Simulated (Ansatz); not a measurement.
Crystal: PbSe (Clausthalite).

```
Pb Se
1.0
     0.00000    3.06065    3.06065
     3.06065    0.00000    3.06065
     3.06065    3.06065    0.00000
Pb Se
1 1
Direct
  0.00000 0.00000 0.00000
  0.50000 0.50000 0.50000
```

| Item | Value |
| --- | --- |
| Program | Ansatz 0.2.0 |
| Task | relaxation of cell and atoms |
| Functional | SVWN5 |
| Potentials or basis | Ansatz PAW |
| Cutoff | 420 eV (not typed: the program's choice for these potentials) |
| k mesh | 8 × 8 × 8 |
| Occupations | fermi-dirac, width 0.05 eV |
| Spin | no spin polarisation |

At the start: volume 28.67 Å³/atom.

Problem. How do energy, volume and symmetry change on relaxing?

Solution. It ends after 5 steps and the volume is 27.51 Å³/atom (-4.0 %); space group Fm-3m (No. 225, to 0.05 Å).

The path:
```
step  energy change (eV)  largest force (eV/Å)  volume (Å³)
   1              0.0000                0.0000        57.34
   2             -0.0124                0.0000        53.89
   3             -0.0165                0.0000        55.10
   4             -0.0166                0.0000        55.03
   5             -0.0162                0.0000        55.03
```

Final structure:
```
Pb Se
1.0
     0.00000    3.01895    3.01895
     3.01895    0.00000    3.01895
     3.01895    3.01895    0.00000
Pb Se
1 1
Direct
  0.00000 0.00000 0.00000
  0.50000 0.50000 0.50000
```

The cell as given is a measured one (28.67 Å³/atom); SVWN5 puts the equilibrium volume -4.0 % from it, thermal expansion not counted.

Caveat: the plane-wave basis is chosen anew once the cell has moved, so the energies of steps on either side of that aren't comparable; the PAW data sets come from PBE, with cores solved anew for the run's functional, which leaves a small shift of forces and pressure.
